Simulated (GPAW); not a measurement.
## Equation of state of CuI under BP86

```xyz
2
Lattice="0.0000 3.0315 3.0315 3.0315 0.0000 3.0315 3.0315 3.0315 0.0000" Properties=species:S:1:pos:R:3 pbc="T T T"
I     0.0000    0.0000    0.0000
Cu    1.5157    1.5157    1.5157
```

The cell was scaled at fixed shape and fractions and run with GPAW, PAW data sets generated for this functional, cutoff 600 eV; BP86, k mesh 6 × 6 × 6 on the cell of 2 atoms, fermi-dirac occupations of 0.05 eV, no spin polarisation, no spin-orbit coupling. Energies are those that the program minimises, any entropy of the smearing included.

| V (Å³/atom) | energy over the lowest row (meV/atom) |
| --- | --- |
| 26.1879 | 30.48 |
| 26.7451 | ? |
| 27.3023 | 8.27 |
| 27.8595 | 2.61 |
| 28.4167 | 0.00 |
| 28.9738 | 0.14 |
| 29.5310 | 2.69 |

Problem. Fit the third-order Birch-Murnaghan form, give V0, B0 and B′, and predict the energy left open.

Solution. With y = (V0/V)^(2/3), E = E0 + (9 V0 B0/16) [(y - 1)³ B′ + (y - 1)² (6 - 4y)]. Least squares through the rows shown give V0 = 28.6638 Å³/atom, E0 = -0.25 meV, B0 = 38.21 GPa (1 eV/Å³ = 160.218 GPa) and B′ = 5.19, with a largest miss of 0.01 meV. At V = 26.7451 the form with these constants gives 17.42 meV; the run gave 17.43 meV an atom. Measured volume: 27.71 Å³/atom at 300 K (a printed reference work), so the fit lies +3.4 % from it. The runs are for a static lattice.
